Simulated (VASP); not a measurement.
Runs of VASP 6.6.1 on BaS. It takes space group Fm-3m (No. 225, cubic). The conventional cell has a = 6.388 Å, b = 6.388 Å, c = 6.388 Å, α = 90.00°, β = 90.00°, γ = 90.00°. Ba (site symmetry m-3m) has 6 S at 3.19 Å as nearest neighbours. Around S (site symmetry m-3m) lie 6 Ba at 3.19 Å. 

| task | level | potentials or basis | cell | k mesh | cutoff (eV) | smearing | mesh quality | gap on the mesh (eV) | pressure (GPa) |
| --- | --- | --- | --- | --- | --- | --- | --- | --- | --- |
| single point | PBE | VASP PAW PBE potentials, release 64 (Ba_sv, S) | as given | 7 × 7 × 7 | 520 | gaussian 0.011 eV | not flagged | 2.17 | 1.4 |
| band structure | RPBE | VASP PAW PBE potentials, release 64 (Ba_sv, S) | as given | 7 × 7 × 7 | 520 | fermi-dirac 0.05 eV | not flagged | 2.31 | - |
| relaxation of cell and atoms | RPBE | VASP PAW PBE potentials, release 64 (Ba_sv, S) | relaxed | 7 × 7 × 7 | 600 | fermi-dirac 0.05 eV | not flagged | (b) | 0.0 |
| single point | PBE | VASP PAW PBE potentials, release 64 (Ba_sv, S) | as given | 7 × 7 × 7 | 520 | gaussian 0.022 eV | not flagged | 2.17 | 1.4 |
| single point | PBE | VASP PAW PBE potentials, release 64 (Ba_sv_GW, S_GW) | as given | 3 × 3 × 3 | 400 | gaussian 0.02 eV | coarse | 2.50 | 0.9 |
| band structure | SCAN | VASP PAW PBE potentials, release 64 (Ba_sv, S) | as given | 7 × 7 × 7 | 520 | fermi-dirac 0.05 eV | not flagged | (c) | 1.2 |
| band structure | PW91 | VASP PAW PBE potentials, release 64 (Ba_sv, S) | as given | 7 × 7 × 7 | 520 | fermi-dirac 0.05 eV | not flagged | (a) | 1.3 |
| band structure | r2SCAN | VASP PAW PBE potentials, release 64 (Ba_sv, S) | as given | 7 × 7 × 7 | 520 | fermi-dirac 0.05 eV | not flagged | 2.53 | 1.4 |

Alike in all rows: no spin polarisation.

**Question.** Estimate the missing entries.

**Answer.** (a) 2.15; (b) 2.41; (c) 2.52.

Caveats: some runs use coarse meshes; spin-orbit coupling is left out, which moves the levels of the heavy elements; the PAW data sets were made with another functional, which shifts forces and pressure a little (some runs); an odd mesh through Γ misses points on the zone boundary, where band edges often lie (some runs).

A k mesh can miss the band edges, and the runs leave out spin-orbit coupling on Ba.
